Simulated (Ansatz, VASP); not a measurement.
Ag: VASP beside Ansatz

```
Ag
1.0
     0.00000    2.09234    2.09234
     2.09234    0.00000    2.09234
     2.09234    2.09234    0.00000
Ag
1
Direct
  0.00000 0.00000 0.00000
```

Alike in both runs: task single point; functional r2SCAN; k mesh 18 × 18 × 18; occupations gaussian, width 0.1 eV; no spin polarisation.

|  | VASP | Ansatz |
| --- | --- | --- |
| version | VASP 6.6.1 | Ansatz 0.2.0 |
| potentials or method | VASP PAW PBE potentials, release 64 (Ag) | scalar-relativistic, plane waves, PAW |
| plane-wave cutoff (eV) | 520 | 500 |
| valence electrons in the cell | 11 | 19 |

```csv
,VASP,Ansatz,Ansatz less VASP
gap on the k mesh at the Fermi level (eV),none,none,-
pressure (GPa),-5.1,-5.1,-0.06
```

A gap of «none» marks a metal or a gap that the smearing closes. The two sets of potentials don't hold the same shells in valence.

Caveats: the PAW data sets were made with another functional, which shifts forces and pressure a little (VASP).
